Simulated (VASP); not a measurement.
A run of VASP 6.6.1 is set up as follows.

The input POSCAR:

```
Si
1.0
    0.0000000000      2.7218511865      2.7218511865
    2.7218511865      0.0000000000      2.7218511865
    2.7218511865      2.7218511865      0.0000000000
Si
2
Direct
    0.5000000000      0.5000000000      0.5000000000
    0.7500000000      0.7500000000      0.7500000000
```

INCAR.step1

```
PREC = Accurate
ENCUT = 520
EDIFF = 1E-5
ISMEAR = 0
SIGMA = 0.05
LREAL = F
LASPH = T
NELM = 60
ALGO = Normal
ISIF = 2
LWAVE = T
LCHARG = F
NBANDS = 28
GGA = PE
```

INCAR.step2

```
PREC = Accurate
ENCUT = 520
EDIFF = 1E-6
ISMEAR = 0
SIGMA = 0.05
LREAL = F
LASPH = T
NELM = 60
ALGO = Normal
ISIF = 2
LWAVE = F
LCHARG = F
GGA = PE
LHFCALC = T
HFSCREEN = 0.3
PRECFOCK = Fast
LOPTICS = T
NBANDS = 28
NEDOS = 2000
CSHIFT = 0.1
ISTART = 1
```

Contents of KPOINTS:

```
regular mesh
0
Gamma
  4 4 4
```

Potentials or basis: VASP PAW PBE potentials, release 64 (Si).

Command:

```bash
$ cat potpaw_PBE.64/Si/POTCAR > POTCAR
$ cp INCAR.step1 INCAR
$ mpirun -np 1 vasp_std > vasp.out
$ cp INCAR.step2 INCAR
$ mpirun -np 1 vasp_std > vasp.out
```

Q: What does it give for the pressure?

A: 0.3 GPa.

Q: Estimate the band gap on the k mesh.

A: 1.17 eV, indirect (least direct gap 3.16 eV).

Dielectric function (mean over the directions given):
```
energy (eV)  real part  imaginary part
       0.27      17.60            0.06
       0.89      18.41            0.21
       1.60      20.88            0.52
       2.23      25.86            1.23
       2.94      46.21            8.15
       3.65      -8.10           38.89
       4.28      38.79           67.06
       4.99     -24.85           26.77
       5.61     -13.65            7.20
       6.32     -10.53            1.18
       7.04      -7.20            2.52
       7.66      -4.32            0.75
       8.37       0.46            1.90
       9.08      -6.50            4.00
       9.71      -2.57            1.99
      10.42      -3.70            2.26
      11.04      -3.01            0.73
      11.76      -1.11            1.00
      12.47      -1.84            0.35
      13.09      -1.22            0.61
      13.80      -1.11            0.51
      14.52      -0.89            0.29
      15.14      -0.69            0.15
      15.85      -0.59            0.17
      16.48      -0.35            0.33
      17.19      -0.34            0.08
      17.90      -0.13            0.07
      18.53      -0.21            0.17
      19.24      -0.03            0.06
      19.95       0.12            0.12
```

Caveat: the k mesh is coarse (spacing up to 0.50 Å⁻¹), so the values aren't converged, least of all with exact exchange; spectra need much finer meshes, so this one isn't converged; independent-particle spectra lack excitons; the PAW data sets were made with another functional, which shifts forces and pressure a little. A k mesh can miss the band edges.
